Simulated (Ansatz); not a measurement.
InSe:

```xyz
4
Lattice="2.0000 1.1547 8.4400 -2.0000 1.1547 8.4400 0.0000 -2.3094 8.4400" Properties=species:S:1:pos:R:3 pbc="T T T"
In    0.0000    0.0000   22.4994
In    0.0000    0.0000    0.0000
Se    0.0000    0.0000    4.3525
Se    0.0000    0.0000    9.7102
```

Base run:

```yaml
Program: Ansatz 0.2.0
Functional: r2SCAN0 form with a typed share of exact exchange
Potentials_or_basis: Ansatz PAW
Cutoff: "500 eV (not typed: the program's choice for these potentials)"
k_mesh: 5 × 5 × 5
Occupations: fermi-dirac, width 0.05 eV
Spin: no spin polarisation
```

Its results: band gap on the k mesh 2.88 eV, direct; pressure -0.4 GPa; largest force 0.296 eV/Å.

After a change of settings the same cell gave: band gap on the k mesh 1.28 eV, direct; pressure 1.2 GPa; largest force 0.235 eV/Å. Which change was it?
A. share of exact exchange from 0.35 to 0
B. share of exact exchange from 0.35 to 0.5
C. share of exact exchange from 0.35 to 0.1
D. functional from r2SCAN0 form with a typed share of exact exchange to r2SCAN0; share of exact exchange from 0.35 to 0.25

A.

Caveats: odd divisions of the mesh miss points on the zone boundary, where band edges often lie, so the gap on the mesh can be too wide; spin-orbit coupling is left out, which moves the levels of the heavy elements; the PAW data sets come from PBE, with cores solved anew for the run's functional, which leaves a small shift of forces and pressure; the thresholds are loose for stress (some runs).
